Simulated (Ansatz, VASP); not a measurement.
**MgO: VASP beside Ansatz**

```
Mg O
1.0
     0.00000    2.10217    2.12025
     2.10217    0.00000    2.12025
     2.10217    2.10217    0.00000
Mg O
1 1
Direct
  0.00000 0.00000 0.00000
  0.50000 0.50000 0.50000
```

Change from the starting cell: uniaxial_z strain +0.9%.

Alike in both runs: task single point; functional r2SCAN; k mesh 10 × 10 × 10; no spin polarisation.

```csv
,VASP,Ansatz
version,VASP 6.6.1,Ansatz 0.2.0
potentials or method,"VASP PAW PBE potentials, release 64 (Mg, O)","plane waves, PAW"
plane-wave cutoff (eV),520,500
occupations,"gaussian, width 0.01 eV",fixed
valence electrons in the cell,8,16
```

VASP gave:

| Property | Result |
| --- | --- |
| gap on the k mesh at the Fermi level (eV) | 5.56 |
| pressure (GPa) | -2.5 |
| largest component of the traceless stress (GPa) | 1.15 |

Problem. Estimate Ansatz's values.

Solution. gap on the k mesh at the Fermi level (eV): 5.59; pressure (GPa): -1.4; largest component of the traceless stress (GPa): 1.16.

The two sets of potentials don't hold the same shells in valence.

Caveats: the PAW data sets were made with another functional, which shifts forces and pressure a little (VASP).
